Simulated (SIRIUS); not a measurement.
# BAs (Pm-3m) in SIRIUS: equation of state

Aim: energy against volume of BAs in PBE, for its equilibrium volume and stiffness.

Everything below comes from runs of SIRIUS 7.10.0. Logs are shortened: lines on timing, memory, paths and dates and some standing lists are left out, and cuts for length are marked. The log counts tension as positive stress, the text compression.

## 1. The structure

It takes space group Pm-3m (No. 221, cubic). Conventional cell: a = 2.957 Å, b = 2.957 Å, c = 2.957 Å, α = 90.00°, β = 90.00°, γ = 90.00°. B (site symmetry m-3m) has 8 As at 2.56 Å as nearest neighbours. Around As (site symmetry m-3m) lie 8 B at 2.56 Å.

The cell was built by a generator and needn't be a form met in nature.

## 2. Single point, PBE, 12.15 Å³/atom (volume scaled by 0.94)

sirius.json reads:

```json
{
  "control": {
    "processing_unit": "cpu",
    "verbosity": 2,
    "num_bands_to_print": 16,
    "print_forces": true,
    "print_stress": true
  },
  "parameters": {
    "electronic_structure_method": "pseudopotential",
    "xc_functionals": ["XC_GGA_X_PBE", "XC_GGA_C_PBE"],
    "gk_cutoff": 9.2,
    "pw_cutoff": 18.4,
    "ngridk": [9, 9, 9],
    "shiftk": [0, 0, 0],
    "smearing": "fermi_dirac",
    "smearing_width": 0.0018374661,
    "num_bands": 16,
    "num_mag_dims": 0,
    "num_dft_iter": 100,
    "energy_tol": 1e-08,
    "density_tol": 1e-06
  },
  "iterative_solver": {
    "type": "davidson",
    "min_tolerance": 1e-09,
    "tolerance_scale": [0.1, 0.25]
  },
  "mixer": {
    "type": "anderson",
    "beta": 0.7,
    "max_history": 8
  },
  "settings": {
    "tol_ne": 1e-10,
    "pseudo_grid_cutoff": 6.5
  },
  "unit_cell": {
    "lattice_vectors": [
      [1.0, 0.0, 0.0],
      [0.0, 1.0, 0.0],
      [0.0, 0.0, 1.0]
    ],
    "lattice_vectors_scale": 5.4738680784,
    "atom_coordinate_units": "lattice",
    "atom_types": ["B", "As"],
    "atom_files": {
      "B": "B.json",
      "As": "As.json"
    },
    "atoms": {
      "B": [
        [0.5, 0.5, 0.5]
      ],
      "As": [
        [0.0, 0.0, 0.0]
      ]
    }
  }
}
```

Potentials or basis: PseudoDojo 0.4.1 PBE standard (scalar relativistic).

The run is started by

```
$ upf_to_json B.upf
$ upf_to_json As.upf
$ OMP_NUM_THREADS=1 sirius.scf --input=sirius.json --output=out.json --task=0
```

The log of the run:

```text
[info] SIRIUS version : 7.10.0
[info] number of MPI ranks           : 1
[info] MPI grid                      : 1 1
[info] maximum number of OMP threads : 1
[fft] FFT context for density and potential
[fft] =====================================
[fft]   comm size                             : 1
[fft]   plane wave cutoff                     : 18.4
[fft]   grid size                             : 36 36 36   total : 46656
[fft]   grid limits                           : -17 18   -17 18   -17 18
[fft]   number of G-vectors within the cutoff : 8539
[fft]   local number of G-vectors             : 8539
[fft]   number of G-shells                    : 489
[fft] FFT context for coarse grid
[fft] =====================================
[fft]   comm size                             : 1
[fft]   plane wave cutoff                     : 18.4
[fft]   grid size                             : 36 36 36   total : 46656
[fft]   grid limits                           : -17 18   -17 18   -17 18
[fft]   number of G-vectors within the cutoff : 8539
[fft]   local number of G-vectors             : 8539
[fft]   number of G-shells                    : 489
[unit cell] lattice vectors
[unit cell]   a1 :       5.4738680784      0.0000000000      0.0000000000
[unit cell]   a2 :       0.0000000000      5.4738680784      0.0000000000
[unit cell]   a3 :       0.0000000000      0.0000000000      5.4738680784
[unit cell] reciprocal lattice vectors
[unit cell]   b1 :       1.1478510657      0.0000000000      0.0000000000
[unit cell]   b2 :       0.0000000000      1.1478510657      0.0000000000
[unit cell]   b3 :       0.0000000000      0.0000000000      1.1478510657
[unit cell] unit cell volume :       164.01477775 [a.u.^3]
[unit cell] 1/sqrt(omega)    :         0.07808336
[unit cell] MT volume        :         0.00000000 ( 0.00%)
[unit cell] IT volume        :       164.01477775 (100.00%)
[unit cell] number of atom types : 2
[unit cell] type id : 0 symbol :  B mt_radius :  15.330000 num_atoms : 1
[unit cell] type id : 1 symbol : As mt_radius :  13.570000 num_atoms : 1
[unit cell] total number of atoms : 2
[unit cell] number of symmetry classes : 2
[unit cell] number of PAW atoms : 0
[unit cell] atom id  type id  class id             position                      vector_field
[unit cell] ------------------------------------------------------------------------------------------
[unit cell]      0        0        0      0.50000   0.50000   0.50000      0.00000   0.00000   0.00000
[unit cell]      1        1        1      0.00000   0.00000   0.00000      0.00000   0.00000   0.00000
[unit cell] atom id         position (Cartesian, a.u.)
[unit cell] ---------------------------------------------
[unit cell]      0       2.736934    2.736934    2.736934
[unit cell]      1       0.000000    0.000000    0.000000
[unit cell] class id : 0 atom id : 0
[unit cell] class id : 1 atom id : 1
[unit cell] minimum bond length:     4.740509
[unit cell] total number of pseudo wave-functions: 13
[sym] space group number   : 221
[sym] international symbol : Pm-3m
[sym] Hall symbol          : -P 4 2 3
[sym] space group transformation matrix :
[sym]   1.0000  0.0000  0.0000
[sym]   0.0000  1.0000  0.0000
[sym]   0.0000  0.0000  1.0000
[sym] space group origin shift :
[sym]   0.0000  0.0000  0.0000
[sym] number of space group operations  : 48
[sym] number of magnetic group operations : 48
[sym] metric tensor error: 0.0000e+00
[sym] rotation matrix error: 0.0000e+00
[sym] symmetry operations
[... list of symmetry operations ...]
[atom type] label          : B
[atom type] --------------------------------------------------------------------------------
[atom type] symbol         : B
[atom type] name           :
[atom type] zn             : 3
[atom type] mass           : 0
[atom type] mt_radius      : 15.33
[... 261 lines left out ...]
[find] bands are converged : true
[find] iterative solver converged : false
[find] +------------------------------+
[find] | SCF iteration  10 out of 100|
[find] +------------------------------+
[diagonalize] iterative solver tolerance (occupied, empty): 1.75677e-09 1.75677e-09
[diagonalize] average number of iterations: 2.8
[diagonalize] Lowest band energies
[diagonalize] ik:    0   -0.841577   -0.841577   -0.839367   -0.839367   -0.839367   -0.096768    0.463363    0.463363    0.463363    0.499599    0.704093    0.704093    0.852926    0.852926    0.852926    1.224548
[diagonalize] ik:    1   -0.841567   -0.841372   -0.839428   -0.839428   -0.839361   -0.089384    0.388616    0.470979    0.470979    0.534601    0.711697    0.757086    0.833173    0.833173    0.840120    1.198960
[diagonalize] ik:    2   -0.841544   -0.840855   -0.839585   -0.839585   -0.839348   -0.067506    0.288992    0.493633    0.493633    0.561378    0.734385    0.779350    0.780872    0.780872    0.901206    1.095339
[diagonalize] ik:    3   -0.841518   -0.840267   -0.839763   -0.839763   -0.839333   -0.032591    0.197806    0.530665    0.530665    0.589679    0.712969    0.712969    0.731285    0.771448    0.994985    1.045304
[diagonalize] ik:    4   -0.841501   -0.839883   -0.839879   -0.839879   -0.839323    0.007142    0.129089    0.580335    0.580335    0.621563    0.644829    0.644829    0.685504    0.817633    0.917140    1.177615
[diagonalize] ...
[diagonalize] ik:   30   -0.840487   -0.840081   -0.840079   -0.839911   -0.838919    0.142269    0.262444    0.272276    0.349985    0.516256    0.561920    0.617922    0.651390    1.089605    1.124920    1.127413
[diagonalize] ik:   31   -0.840190   -0.840175   -0.840175   -0.839510   -0.839510    0.097014    0.303053    0.342388    0.342388    0.485638    0.551806    0.551806    0.697435    1.096763    1.155267    1.155267
[diagonalize] ik:   32   -0.840320   -0.840310   -0.840163   -0.839500   -0.839114    0.137066    0.257328    0.358588    0.394783    0.437256    0.472077    0.582545    0.636334    1.128653    1.163194    1.178786
[diagonalize] ik:   33   -0.840458   -0.840298   -0.840296   -0.839300   -0.838908    0.175857    0.297025    0.311665    0.381504    0.426605    0.489481    0.524365    0.568128    1.169655    1.194901    1.198165
[diagonalize] ik:   34   -0.840440   -0.840438   -0.840438   -0.838901   -0.838901    0.211557    0.337022    0.363810    0.363810    0.409139    0.444182    0.444182    0.495693    1.218426    1.230318    1.230318
[find] Charges and magnetic moments
[find] --------------------------------------------------------------------------------
[find] total charge          : 18.000000
[find] Energy
[find] --------------------------------------------------------------------------------
[find] valence_eval_sum               :      -6.24707216
[find] <rho|V^{XC}>                   :     -17.42664737
[find] <rho|E^{XC}>                   :     -24.92919520
[find] <mag|B^{XC}>                   :       0.00000000
[find] <rho|V^{H}>                    :      55.81513350
[find] one-electron contribution      :     -44.63555828 (Ha),     -89.27111656 (Ry)
[find] hartree contribution           :      27.90756675
[find] xc contribution                :     -24.92919520
[find] ewald contribution             :     -67.23781401
[find] PAW contribution               :       0.00000000
[find] smearing (-TS)                 :      -0.00034257
[find] SCF correction                 :       0.00000299
[find] Total energy                   :    -108.89499775 (Ha),    -217.78999551 (Ry)
[find] Free energy (E-TS)             :    -108.89534033 (Ha),    -217.79068065 (Ry)
[find] band gap (eV)                  :       0.00000000
[find] Efermi                         :       0.49212000
[find] iteration : 10, RMS : 8.725132049614e-08, energy difference : 6.574794042535e-10
[find] Hartree energy of density residual : 3.676393468993e-13
[find] bands are converged : false
[find] iterative solver converged : true
[find] converged after 11 SCF iterations!
[find] Charges and magnetic moments
[find] --------------------------------------------------------------------------------
[find] total charge          : 18.000000
[find] Energy
[find] --------------------------------------------------------------------------------
[find] valence_eval_sum               :      -6.24707216
[find] <rho|V^{XC}>                   :     -17.42664737
[find] <rho|E^{XC}>                   :     -24.92919520
[find] <mag|B^{XC}>                   :       0.00000000
[find] <rho|V^{H}>                    :      55.81513350
[find] one-electron contribution      :     -44.63555828 (Ha),     -89.27111656 (Ry)
[find] hartree contribution           :      27.90756675
[find] xc contribution                :     -24.92919520
[find] ewald contribution             :     -67.23781401
[find] PAW contribution               :       0.00000000
[find] smearing (-TS)                 :      -0.00034257
[find] SCF correction                 :       0.00000299
[find] Total energy                   :    -108.89499775 (Ha),    -217.78999551 (Ry)
[find] Free energy (E-TS)             :    -108.89534033 (Ha),    -217.79068065 (Ry)
[find] band gap (eV)                  :       0.00000000
[find] Efermi                         :       0.49212000
[ground_state] === stress tensor components [kbar] ===
[ground_state] === stress_kin ===
[ground_state] -93372.324912    0.000000   -0.000000
[ground_state]     0.000000-93372.324912    0.000000
[ground_state]    -0.000000    0.000000-93372.324912
[ground_state] === stress_har ===
[ground_state] -16686.887704    0.000000    0.000000
[ground_state]     0.000000-16686.887704    0.000000
[ground_state]     0.000000    0.000000-16686.887704
[ground_state] === stress_ewald ===
[ground_state] 40203.786374    0.000000    0.000000
[ground_state]     0.00000040203.786374    0.000000
[ground_state]     0.000000    0.00000040203.786374
[ground_state] === stress_vloc ===
[ground_state] -7828.074335    0.000000    0.000000
[ground_state]     0.000000-7828.074335   -0.000000
[ground_state]     0.000000   -0.000000-7828.074335
[ground_state] === stress_xc ===
[ground_state] -12935.880377    0.000000    0.000000
[ground_state]     0.000000-12935.880377    0.000000
[ground_state]     0.000000    0.000000-12935.880377
[ground_state] === stress_core ===
[ground_state] 23680.860695    0.000000    0.000000
[ground_state]     0.00000023680.860695    0.000000
[ground_state]     0.000000    0.00000023680.860695
[ground_state] === stress_nonloc ===
[ground_state] 66890.539278    0.000000   -0.000000
[ground_state]     0.00000066890.539278   -0.000000
[ground_state]    -0.000000   -0.00000066890.539278
[ground_state] === stress_us_nl ===
[ground_state] 66890.539278    0.000000   -0.000000
[ground_state]     0.00000066890.539278   -0.000000
[ground_state]    -0.000000   -0.00000066890.539278
[ground_state] === stress_total ===
[ground_state]   -47.980981    0.000000   -0.000000
[ground_state]     0.000000  -47.980981   -0.000000
[ground_state]    -0.000000   -0.000000  -47.980981
[ground_state] ==== total Forces in Ha/bohr =====
[ground_state] atom:    0, force:       0.0000000      0.0000000      0.0000000
[ground_state] atom:    1, force:       0.0000000      0.0000000      0.0000000
[ground_state] ==== ultrasoft contribution from Qij =====
[ground_state] atom:    0, force:       0.0000000      0.0000000      0.0000000
[ground_state] atom:    1, force:       0.0000000      0.0000000      0.0000000
[ground_state] ==== non-local contribution from Beta-projector =====
[ground_state] atom:    0, force:       0.0000000      0.0000000      0.0000000
[ground_state] atom:    1, force:       0.0000000      0.0000000      0.0000000
[ground_state] ==== contribution from local potential =====
[ground_state] atom:    0, force:       0.0000000      0.0000000      0.0000000
[ground_state] atom:    1, force:       0.0000000      0.0000000      0.0000000
[ground_state] ==== contribution from core density =====
[ground_state] atom:    0, force:       0.0000000      0.0000000      0.0000000
[ground_state] atom:    1, force:       0.0000000      0.0000000      0.0000000
[ground_state] ==== Ewald forces from ions =====
[ground_state] atom:    0, force:       0.0000000      0.0000000      0.0000000
[ground_state] atom:    1, force:       0.0000000      0.0000000      0.0000000
[~DFT_ground_state] local op. applied: 14284
[~DFT_ground_state] evp. work count: 3615.3
[~DFT_ground_state] number of iterative solver steps: 1138
```

It took 23 s on 1 thread of Arm Neoverse V1, shared host; peak memory 0.27 GiB.

What came out:

```
Free energy            : -2963.1932 eV
Pressure               : 4.8 GPa
Band gap on the k mesh : none (metal or under the smearing width)
```

## 3. Single point, PBE, 12.41 Å³/atom (volume scaled by 0.96)

sirius.json, as its differences from that of step 2:

```diff
@@ -43,3 +43,3 @@
     ],
-    "lattice_vectors_scale": 5.4738680784,
+    "lattice_vectors_scale": 5.5124177153,
     "atom_coordinate_units": "lattice",
```

Potentials or basis: PseudoDojo 0.4.1 PBE standard (scalar relativistic).

The run is started by

```
$ upf_to_json B.upf
$ upf_to_json As.upf
$ OMP_NUM_THREADS=1 sirius.scf --input=sirius.json --output=out.json --task=0
```

It took 24 s on 1 thread of Arm Neoverse V1, shared host; peak memory 0.27 GiB.

Results (log left out):

```
Free energy            : -2963.2046 eV
Pressure               : 2.4 GPa
Band gap on the k mesh : none (metal or under the smearing width)
```

## 4. Single point, PBE, 12.67 Å³/atom (volume scaled by 0.98)

sirius.json, as its differences from that of step 3:

```diff
@@ -43,3 +43,3 @@
     ],
-    "lattice_vectors_scale": 5.5124177153,
+    "lattice_vectors_scale": 5.5504355905,
     "atom_coordinate_units": "lattice",
```

The run is started by

```
$ upf_to_json B.upf
$ upf_to_json As.upf
$ OMP_NUM_THREADS=1 sirius.scf --input=sirius.json --output=out.json --task=0
```

It took 24 s on 1 thread of Arm Neoverse V1, shared host; peak memory 0.27 GiB.

Results (log left out):

```
Free energy            : -2963.2087 eV
Pressure               : 0.2 GPa
Band gap on the k mesh : none (metal or under the smearing width)
```

## 5. Single point, PBE, 13.19 Å³/atom (volume scaled by 1.02)

sirius.json, as its differences from that of step 4:

```diff
@@ -43,3 +43,3 @@
     ],
-    "lattice_vectors_scale": 5.5504355905,
+    "lattice_vectors_scale": 5.6249469729,
     "atom_coordinate_units": "lattice",
```

The run is started by

```
$ upf_to_json B.upf
$ upf_to_json As.upf
$ OMP_NUM_THREADS=1 sirius.scf --input=sirius.json --output=out.json --task=0
```

Run time: 25 s. Hardware: 1 thread of Arm Neoverse V1, shared host; peak memory 0.27 GiB.

It converged, with:

```yaml
Free_energy: -2963.1977 eV
Pressure: -3.5 GPa
Band_gap_on_the_k_mesh: none (metal or under the smearing width)
```

## 6. Single point, PBE, 13.45 Å³/atom (volume scaled by 1.04)

sirius.json, as its differences from that of step 5:

```diff
@@ -43,3 +43,3 @@
     ],
-    "lattice_vectors_scale": 5.6249469729,
+    "lattice_vectors_scale": 5.661473626,
     "atom_coordinate_units": "lattice",
```

Potentials or basis: PseudoDojo 0.4.1 PBE standard (scalar relativistic).

The run is started by

```
$ upf_to_json B.upf
$ upf_to_json As.upf
$ OMP_NUM_THREADS=1 sirius.scf --input=sirius.json --output=out.json --task=0
```

It took 25 s on 1 thread of Arm Neoverse V1, shared host; peak memory 0.28 GiB.

Results (log left out):

| Item | Value |
| --- | --- |
| Free energy | -2963.1837 eV |
| Pressure | -5.1 GPa |
| Band gap on the k mesh | none (metal or under the smearing width) |

## 7. Single point, PBE, 13.70 Å³/atom (volume scaled by 1.06)

sirius.json, as its differences from that of step 6:

```diff
@@ -43,3 +43,3 @@
     ],
-    "lattice_vectors_scale": 5.661473626,
+    "lattice_vectors_scale": 5.6975349399,
     "atom_coordinate_units": "lattice",
```

The run is started by

```
$ upf_to_json B.upf
$ upf_to_json As.upf
$ OMP_NUM_THREADS=1 sirius.scf --input=sirius.json --output=out.json --task=0
```

It took 25 s on 1 thread of Arm Neoverse V1, shared host; peak memory 0.28 GiB.

The run converged. Its results:

| Property | Result |
| --- | --- |
| Free energy | -2963.1647 eV |
| Pressure | -6.6 GPa |
| Band gap on the k mesh | none (metal or under the smearing width) |

## 8. Equation of state, PBE

This step only gathers the single runs of the series.

What came out:

```yaml
Equilibrium_volume: 12.70 Å³/atom
Bulk_modulus: 100 GPa
Pressure_derivative_of_the_bulk_modulus: 3.8
```

Energy against volume, from the lowest point:
```csv
volume (Å³/atom),energy (meV/atom)
12.152,7.79
12.411,2.07
12.669,0.00
12.928,1.26
13.186,5.53
13.445,12.53
13.704,22.02
```
